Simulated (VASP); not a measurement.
A run of VASP 6.6.1 is set up as follows.

The input INCAR:

```
PREC = Accurate
ENCUT = 600
EDIFF = 1E-7
ISMEAR = 1
SIGMA = 0.1
LREAL = F
LASPH = T
NELM = 80
ALGO = Normal
ISIF = 3
LWAVE = F
LCHARG = F
GGA = PE
IBRION = 2
NSW = 90
EDIFFG = -0.005
```

Contents of KPOINTS:

```
Automatic mesh
0
Gamma
  18 18 18
```

Contents of POSCAR:

```
Cu                                      
1.0
   -0.0000000000      1.8178591655      1.8178591655
    1.8178591655     -0.0000000000      1.8178591655
    1.8178591655      1.8178591655      0.0000000000
  Cu            
     1
Direct
     0.0000000000000000    0.0000000000000000    0.0000000000000000
```

Potentials or basis: VASP PAW PBE potentials, release 64 (Cu).

Run with:

```console
$ cat potpaw_PBE.64/Cu/POTCAR > POTCAR
$ mpirun -np 1 vasp_std > vasp.out
```

(1) Estimate the band gap on the k mesh.

Answers

(1) none (metal or under the smearing width).

Caveat: the relaxation stopped at its first step, so nothing moved.
